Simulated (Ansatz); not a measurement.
# MgO: the cost of one run

Method: DFT PBEsol, scalar-relativistic, plane waves, PAW, in Ansatz 0.2.0.

The COD entry's cell or inner coordinates are ideal or old and differ from later refinements, so a difference from it is no clean test against experiment.

1 further run of the same task is left out (set aside as unsound or not needed).

**1. The system as given**

The structure is cubic, space group Fm-3m (No. 225). Conventional cell: a = 4.214 Å, b = 4.214 Å, c = 4.214 Å, α = 90.00°, β = 90.00°, γ = 90.00°. Mg (site symmetry m-3m) is surrounded by 6 O at 2.11 Å. O (site symmetry m-3m) is surrounded by 6 Mg at 2.11 Å.

Structure file:

```xyz
2
Lattice="0.0000 2.1071 2.1071 2.1071 0.0000 2.1071 2.1071 2.1071 0.0000" Properties=species:S:1:pos:R:3 pbc="T T T"
Mg    0.0000    0.0000    0.0000
O     2.1071    2.1071    2.1071
```

This cell was relaxed beforehand with the same method: volume 9.36 Å³/atom, gap on the mesh 4.62 eV.

**2. Electronic structure at the relaxed geometry**

The input, input.yaml:

```yaml
crystal:
  lattice:
    - [0.0, 2.1071294686, 2.1071294686]
    - [2.1071294686, 0.0, 2.1071294686]
    - [2.1071294686, 2.1071294686, 0.0]
  atoms:
    - { symbol: Mg, position: [0.0, 0.0, 0.0] }
    - { symbol: O, position: [0.5, 0.5, 0.5] }
basis:
  ecutwfc: 420
kpoints:
  mp_grid: { grid: [10, 10, 10] }
  band_path:
    path:
      - [[0.0, 0.0, 0.0], [0.5, 0.0, 0.5], [0.625, 0.25, 0.625]]
      - [[0.375, 0.375, 0.75], [0.0, 0.0, 0.0], [0.5, 0.5, 0.5], [0.5, 0.25, 0.75], [0.5, 0.0, 0.5]]
    npoints: 14
hamiltonian:
  xc: pbesol
scf:
  occupations: { method: gaussian, width: 0.02 }
  n_extra_bands: 6
output:
  forces: true
  stress: true
  eigenvalues: true
  populations: true
  dos: { projected: true, de: 0.02, nscf_kmesh: { grid: [15, 15, 15] } }
  bader: true
  write_density: true
  write_potential: true
  elf: true
  volumetric_format: npy
```

The run is started by

```
$ ansatz run input.yaml --threads 1 --pin off --max-ram 2560MiB --backend cpu --events-out ev --progress --plain --runs-dir out
```

**Question.** How long does this run take on 1 thread of Intel Xeon 6975P-C (Granite Rapids), shared host, and how much memory does it need?

About 6.2 s, with a peak of 0.33 GiB.
